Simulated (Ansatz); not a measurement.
Nuclear-site quantities of SnTe as the cell is scaled

```xyz
2
Lattice="0.0000 3.1565 3.1565 3.1565 0.0000 3.1565 3.1565 3.1565 0.0000" Properties=species:S:1:pos:R:3 pbc="T T T"
Sn    0.0000    0.0000    0.0000
Te    3.1565    3.1565    3.1565
```

Atom numbers follow the list: Sn1, Te2.

The cell is COD entry 9008726, as deposited and not checked against the literature; nothing was relaxed.

No spin–orbit coupling, which matters for the heavy atoms here.

The calculation used DFT, PBE, all-electron PAW with datasets made for the crystal, scalar-relativistic (Ansatz 0.2.0).

The runs use a Γ-centred 11×11×11 k mesh, Fermi–Dirac smearing of 0.08 eV, cutoff 240 eV (chosen by the program for this cell), no spin polarisation.

The contact density is the mean electron density over the nuclear volume; its changes set Mössbauer isomer shifts. Changes below are taken from the unscaled cell, where it is 1.23639e+06 e/Å³ at Sn1, 1.46858e+06 e/Å³ at Te2.

The datasets are made afresh for each cell, so very small changes are uncertain. Scalar relativity leaves out the p1/2 density at heavy nuclei.

**Question.** Tabulate the changes with volume.

**Answer.** 
```json
{"V/V(cell)": "0.9400", "P (GPa)": "5.5", "Δρ(0) Sn1 (e/Å³)": "-4.70", "Δρ(0) Te2 (e/Å³)": "0.55"}
{"V/V(cell)": "0.9500", "P (GPa)": "4.8", "Δρ(0) Sn1 (e/Å³)": "-3.86", "Δρ(0) Te2 (e/Å³)": "0.45"}
{"V/V(cell)": "0.9600", "P (GPa)": "4.2", "Δρ(0) Sn1 (e/Å³)": "-3.04", "Δρ(0) Te2 (e/Å³)": "0.35"}
{"V/V(cell)": "0.9800", "P (GPa)": "3.1", "Δρ(0) Sn1 (e/Å³)": "-1.47", "Δρ(0) Te2 (e/Å³)": "0.17"}
{"V/V(cell)": "0.9900", "P (GPa)": "2.5", "Δρ(0) Sn1 (e/Å³)": "-0.72", "Δρ(0) Te2 (e/Å³)": "0.08"}
{"V/V(cell)": "1.0000", "P (GPa)": "2.0", "Δρ(0) Sn1 (e/Å³)": "0.00", "Δρ(0) Te2 (e/Å³)": "0.00"}
{"V/V(cell)": "1.0100", "P (GPa)": "1.6", "Δρ(0) Sn1 (e/Å³)": "0.66", "Δρ(0) Te2 (e/Å³)": "-0.11"}
{"V/V(cell)": "1.0200", "P (GPa)": "1.1", "Δρ(0) Sn1 (e/Å³)": "1.36", "Δρ(0) Te2 (e/Å³)": "-0.17"}
{"V/V(cell)": "1.0400", "P (GPa)": "0.3", "Δρ(0) Sn1 (e/Å³)": "2.63", "Δρ(0) Te2 (e/Å³)": "-0.32"}
{"V/V(cell)": "1.0500", "P (GPa)": "-0.1", "Δρ(0) Sn1 (e/Å³)": "3.26", "Δρ(0) Te2 (e/Å³)": "-0.36"}
{"V/V(cell)": "1.0600", "P (GPa)": "-0.5", "Δρ(0) Sn1 (e/Å³)": "3.86", "Δρ(0) Te2 (e/Å³)": "-0.40"}
```
